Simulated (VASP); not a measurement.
## A VASP 6.6.1 single-point calculation on MgS

INCAR

```
AMIX = 0.1
NSW = 0
IBRION = -1
LASPH = .TRUE.
ISMEAR = 0
LCHARG = .FALSE.
ISIF = 2
LWAVE = .FALSE.
NBANDS = 11
METAGGA = R2SCAN
ENCUT = 520
EDIFF = 1E-7
NELM = 94
ALGO = Normal
LREAL = .FALSE.
PREC = Normal
SIGMA = 0.01
```

KPOINTS

```
KPOINTS created by Atomic Simulation Environment
0
Gamma
6 6 6
0 0 0
```

POSCAR

```
Mg S
 1.0000000000000000
     0.0000000000000000    2.8308768412283047    2.8308768412283047
     2.8308768412283047    0.0000000000000000    2.8308768412283047
     2.8308768412283047    2.8308768412283047    0.0000000000000000
 Mg  S
   1   1
Cartesian
  0.0000000000000000  0.0000000000000000  0.0000000000000000
  1.4154384206141524  1.4154384206141524  1.4154384206141524
```

The recommended PBE PAW datasets give the neutral cell 8 valence electrons.

Command

```
mpirun -np 1 vasp_std
```

OSZICAR

```
N       E                     dE             d eps       ncg     rms          rms(c)
DAV:   1     0.180374139169E+02    0.18037E+02   -0.35532E+03   368   0.598E+02
DAV:   2    -0.149978791340E+02   -0.33035E+02   -0.31882E+02   430   0.104E+02
DAV:   3    -0.172172509932E+02   -0.22194E+01   -0.22152E+01   446   0.288E+01
DAV:   4    -0.172333875965E+02   -0.16137E-01   -0.16133E-01   442   0.286E+00
DAV:   5    -0.172335952679E+02   -0.20767E-03   -0.20767E-03   432   0.324E-01    0.422E+00
DAV:   6    -0.156267757524E+02    0.16068E+01   -0.27997E-01   382   0.359E+00    0.461E+00
DAV:   7    -0.154257144355E+02    0.20106E+00   -0.79213E-01   382   0.362E+00    0.392E+00
DAV:   8    -0.154406485753E+02   -0.14934E-01   -0.20409E-01   406   0.195E+00    0.353E+00
DAV:   9    -0.154477858445E+02   -0.71373E-02   -0.65220E-03   391   0.497E-01    0.145E+00
DAV:  10    -0.154499713762E+02   -0.21855E-02   -0.55648E-03   399   0.482E-01    0.294E-01
DAV:  11    -0.154499910379E+02   -0.19662E-04   -0.73973E-05   426   0.624E-02    0.281E-01
DAV:  12    -0.154500268429E+02   -0.35805E-04   -0.33603E-05   397   0.410E-02    0.463E-02
DAV:  13    -0.154500327721E+02   -0.59292E-05   -0.60615E-06   445   0.156E-02    0.319E-03
DAV:  14    -0.154500326773E+02    0.94778E-07   -0.19832E-07   425   0.308E-03
   1 F= -.15450033E+02 E0= -.15450033E+02  d E =-.281997E-43
```

Standard output (part)

```
POSCAR found type information on POSCAR MgS
 POSCAR found :  2 types and       2 ions
 LDA part: xc-table for (None), standard interpolation
 POSCAR, INCAR and KPOINTS ok, starting setup
 WAVECAR not read
 entering main loop
```

From OUTCAR

```
k-points           NKPTS =     16   k-points in BZ     NKDIM =     16   number of bands    NBANDS=     11

   NELECT =       8.0000    total number of electrons

   dimension x,y,z NGX =    24 NGY =   24 NGZ =   24
   dimension x,y,z NGXF=    48 NGYF=   48 NGZF=   48

  energy-cutoff  :      520.00
  volume of cell :       45.37
      direct lattice vectors                 reciprocal lattice vectors
     0.000000000  2.830876841  2.830876841    -0.176623721  0.176623721  0.176623721
     2.830876841  0.000000000  2.830876841     0.176623721 -0.176623721  0.176623721
     2.830876841  2.830876841  0.000000000     0.176623721  0.176623721 -0.176623721

 k-points in reciprocal lattice and weights: KPOINTS created by Atomic Simulation Env
   0.00000000  0.00000000  0.00000000       0.005
   0.16666667  0.00000000  0.00000000       0.037
   0.33333333  0.00000000  0.00000000       0.037
   0.50000000  0.00000000  0.00000000       0.019
   0.16666667  0.16666667  0.00000000       0.028
   0.33333333  0.16666667  0.00000000       0.111
   0.50000000  0.16666667  0.00000000       0.111
  -0.33333333  0.16666667  0.00000000       0.111
   ...

 E-fermi :   0.8654

 k-point     1 :       0.0000    0.0000    0.0000
  band No.  band energies     occupation
      1     -10.9689      2.00000
      2       0.7701      2.00000
      3       0.7701      2.00000
      4       0.7701      2.00000
      5       4.8983      0.00000
      6       9.3637      0.00000
      7       9.3637      0.00000
      8       9.3637      0.00000
      9      12.2249      0.00000
     10      12.2249      0.00000
     11      15.4729      0.00000

 k-point     2 :       0.1667    0.0000    0.0000
  band No.  band energies     occupation
      1     -10.8138      2.00000
      2      -0.2739      2.00000
      3       0.6798      2.00000
      4       0.6798      2.00000
      5       5.8828      0.00000
      6       9.1276      0.00000
      7       9.6215      0.00000
      8       9.6215      0.00000
      9      11.6335      0.00000
     10      11.6335      0.00000
     11      14.3353      0.00000

 k-point     3 :       0.3333    0.0000    0.0000
  band No.  band energies     occupation
      1     -10.4683      2.00000
      2      -1.7527      2.00000
      3       0.5149      2.00000
      4       0.5149      2.00000
      5       6.5841      0.00000
      6       9.2913      0.00000
      7       9.2913      0.00000
      8       9.6171      0.00000
      9      12.6700      0.00000
     10      12.6700      0.00000
     11      13.7007      0.00000

 k-point     4 :       0.5000    0.0000    0.0000
  band No.  band energies     occupation
      1     -10.2726      2.00000
      2      -2.3786      2.00000
      3       0.4391      2.00000
      4       0.4391      2.00000
      5       6.5602      0.00000
      6       8.9813      0.00000
      7       8.9813      0.00000
      8      10.0363      0.00000
      9      14.5985      0.00000
     10      14.6429      0.00000
     11      14.6429      0.00000

 k-point     5 :       0.1667    0.1667    0.0000
  band No.  band energies     occupation
      1     -10.7624      2.00000
      2      -0.2384      2.00000
      3       0.4662      2.00000
      4       0.4662      2.00000
      5       6.1889      0.00000
      6       8.5091      0.00000
      7      10.1302      0.00000
      8      10.1302      0.00000
      9      10.1875      0.00000
     10      12.7091      0.00000
     11      16.3771      0.00000

 ...

  Total       -0.0802982     -0.0802982     -0.0802982      0.0000000      0.0000000      0.0000000
  in kB       -2.8354579     -2.8354579     -2.8354579      0.0000000      0.0000000      0.0000000
  external PRESSURE =      -2.8354579 kB  Pullay stress =       0.0000000 kB

 POSITION                                       TOTAL-FORCE (eV/Angst)
 -----------------------------------------------------------------------------------
      0.00000      0.00000      0.00000         0.000000      0.000000      0.000000
      1.41544      1.41544      1.41544        -0.000000     -0.000000     -0.000000
 -----------------------------------------------------------------------------------
    total drift:                                0.000005      0.000005      0.000005

  FREE ENERGIE OF THE ION-ELECTRON SYSTEM (eV)
  ---------------------------------------------------
  free  energy   TOTEN  =       -15.4500326773 eV

  energy  without entropy=      -15.4500326773  energy(sigma->0) =      -15.45003268
```

It converged. Results: gap between bands v and c on the k mesh 4.13 eV; least direct gap on the k mesh 4.13 eV; pressure -0.3 GPa. Band v is the last that the valence electrons fill when counted band by band, and c is the next.

For comparison, a separate r²SCAN run of the intended cell, on usual settings and not on those above, gives a gap of 4.13 eV on its mesh and a pressure of -0.3 GPa.

The run above took about 14 s on one core of a shared host (Intel Xeon Platinum 8488C) and held 0.14 GiB at most.
